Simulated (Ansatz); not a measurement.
# Te2Mo: the cost of one run

Program: Ansatz 0.2.0. Level of theory: DFT PBE, scalar-relativistic, plane waves, PAW. These are calculated values, not measurements.

1 further run of the same task is left out (set aside as unsound or not needed).

### 1 The system as given

The structure is hexagonal, space group P-6m2 (No. 187). The conventional cell has a = 3.555 Å, b = 3.555 Å, c = 17.518 Å, α = 90.00°, β = 90.00°, γ = 120.00°. Te (site symmetry 3m) has 3 Mo at 2.74 Å as nearest neighbours. Around Mo (site symmetry -6m2) lie 6 Te at 2.74 Å.

Structure file:

```cif
data_structure
_symmetry_space_group_name_H-M 'P-6m2'
_symmetry_Int_Tables_number 187
_cell_length_a 3.5550
_cell_length_b 3.5550
_cell_length_c 17.5183
_cell_angle_alpha 90.000
_cell_angle_beta 90.000
_cell_angle_gamma 120.000
_cell_volume 191.73
loop_
_atom_site_label
_atom_site_type_symbol
_atom_site_symmetry_multiplicity
_atom_site_Wyckoff_symbol
_atom_site_fract_x
_atom_site_fract_y
_atom_site_fract_z
_atom_site_occupancy
Te1 Te 2 h 0.33333 0.66667 0.89680 1
Mo1 Mo 1 a 0.00000 0.00000 0.00000 1
```

It goes back to an entry of the Materials Project, which need not be the stable form.

It is the result of an earlier relaxation at this level (volume 63.91 Å³/atom; gap on the mesh: 1.08 eV).

### 2 What is varied

The energy is mapped over volume and the cell's shape.

First coordinate, volume per atom: 5 values from 53.7 to 74.1 Å³. Second coordinate, c/a of the conventional cell: 5 values from 4.368 to 5.559.

Nothing else is relaxed (fractional coordinates fixed). Energies count from the relaxed crystal. Points are written as (first, second).

### 3 Grid point (53.7 Å³, 4.368)

Input file input.yaml:

```yaml
crystal:
  lattice:
    - [3.4918344894, 0.0, 0.0]
    - [-1.7459172447, 3.0240173736, 0.0]
    - [0.0, 0.0, 15.2523330498]
  atoms:
    - { symbol: Te, position: [0.3333333333, 0.6666666667, 0.89679699] }
    - { symbol: Te, position: [0.3333333333, 0.6666666667, 0.10320301] }
    - { symbol: Mo, position: [0.0, 0.0, 0.0] }
basis:
  ecutwfc: 420
kpoints:
  mp_grid: { grid: [12, 12, 2] }
hamiltonian:
  xc: pbe
  pseudopotentials: { kind: paw, azcp: { folder: soft_1 } }
scf:
  occupations: { method: gaussian, width: 0.05 }
output:
  forces: true
  stress: true
  eigenvalues: true
```

Command:

```sh
ansatz run input.yaml --threads 1 --pin off --max-ram 2048MiB --backend cpu --events-out ev --progress --plain --runs-dir out
```

**Question.** How long does this run take on 1 thread of Arm Neoverse N1, shared host, and how much memory does it need?

About 30 s, with a peak of 0.42 GiB.
